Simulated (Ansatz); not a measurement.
## Ag: elastic constants with LDA

The system is Ag.

```xyz
1
Lattice="-1.6557 1.6557 1.6557 1.6557 -1.6557 1.6557 1.6557 1.6557 -1.6557" Properties=species:S:1:pos:R:3 pbc="T T T"
Ag    0.0000    0.0000    0.0000
```

This isn't the form of Ag at room conditions, which is fcc.

```
Program             : Ansatz 0.2.0
Task                : elastic constants
Functional          : LDA
Potentials or basis : Ansatz PAW
Cutoff              : 420 eV (not typed: the program's choice for these potentials)
k mesh              : 8 × 8 × 8
Occupations         : fermi-dirac, width 0.05 eV
Spin                : no spin polarisation
Atoms under strain  : clamped
```

```
Pressure                        : -11.4 GPa
Band gap on the k mesh          : none (metal or under the smearing width)
Elastic constants C11, C12, C44 : 18, 82, -49 GPa
Voigt bulk modulus              : 61 GPa
```

Levels at points of the mesh, in eV from the Fermi level:
```
              k point  band 5  band 6  band 7  band 8  band 9  band 10  band 11  band 12  band 13  band 14
   (0.00, 0.00, 0.00)   -7.54   -4.78   -4.78   -4.78   -3.55    -3.55    17.47    17.47    17.47    22.76
  (0.00, 0.00, -0.50)   -6.15   -5.50   -3.61   -3.45   -2.64    -0.11     3.60    12.91    13.63    19.05
(-0.50, -0.50, -0.50)   -6.07   -6.07   -2.86   -2.86   -2.86     6.49     6.49     6.49    11.63    12.91
```

Elastic tensor in Voigt notation (GPa, in the Cartesian axes of the cell as first typed):
```
 18  82  82   0   0   0
 82  18  82   0   0   0
 82  82  18   0   0   0
  0   0   0 -49   0   0
  0   0   0   0 -49   0
  0   0   0   0   0 -49
```

It took 2.3 s on 2 threads of Arm Neoverse V2, on a shared host, peak memory 0.28 GiB.

Caveat: the cell is more than 3 GPa from zero pressure, which shifts response properties; the elastic tensor has a negative eigenvalue, so either the cell is unstable as it stands or the mesh is too thin; the PAW data sets come from PBE, with cores solved anew for the run's functional, which leaves a small shift of forces and pressure.
